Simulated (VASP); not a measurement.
Set up this calculation in VASP 6.6.1, as the native input.

| Quantity | Value |
| --- | --- |
| Task | relaxation of the atoms |
| Functional | r2SCAN |
| Potentials or basis | VASP PAW PBE potentials, release 64 (Bi_d) |
| Cutoff | 600 eV |
| k mesh | 14 × 14 × 14 |
| Occupations | methfessel-paxton, width 0.1 eV |
| Spin | no spin polarisation |
| Further INCAR settings | ALGO = Normal; EDIFF = 1e-07; IBRION = 2; EDIFFG = -0.01; NSW = 40 |

The structure of Bi lies in POSCAR:

```
Bi                                      
1.0
   -1.9403190597      1.9403190597      1.9403190597
    1.9403190597     -1.9403190597      1.9403190597
    1.9403190597      1.9403190597     -1.9403190597
  Bi            
     1
Direct
     0.0000000000000000    0.0000000000000000    0.0000000000000000
```

This isn't the form of Bi at room conditions, which is rhombohedral.

The cell isn't the ideal one: a relaxed cell with its volume scaled by 0.94.

These files were run (other wordings do the same):

INCAR

```
ALGO = Normal
EDIFF = 1E-7
EDIFFG = -0.01
ENCUT = 600
IBRION = 2
ISIF = 2
ISMEAR = 1
LASPH = T
LCHARG = F
LMIXTAU = T
LREAL = F
LWAVE = F
METAGGA = R2SCAN
NELM = 80
NSW = 40
PREC = Accurate
SIGMA = 0.1
```

KPOINTS

```
k-points
0
Gamma
  14 14 14
```

Potentials or basis: VASP PAW PBE potentials, release 64 (Bi_d).

Run with:

```sh
$ cat potpaw_PBE.64/Bi_d/POTCAR > POTCAR
$ mpirun -np 1 vasp_std > vasp.out
```

It gave:

| Item | Value |
| --- | --- |
| Pressure after relaxing | 3.8 GPa |
| Band gap on the k mesh | none (metal or under the smearing width) |

Caveat: the relaxation stopped at its first step, so nothing moved; the PAW data sets were made with another functional, which shifts forces and pressure a little; spin-orbit coupling is left out, which moves the levels of the heavy elements.

It took 84 s on 1 thread of Intel(R) Xeon(R) 6975P-C (Granite Rapids), with other jobs on the host, peak memory 0.19 GiB.
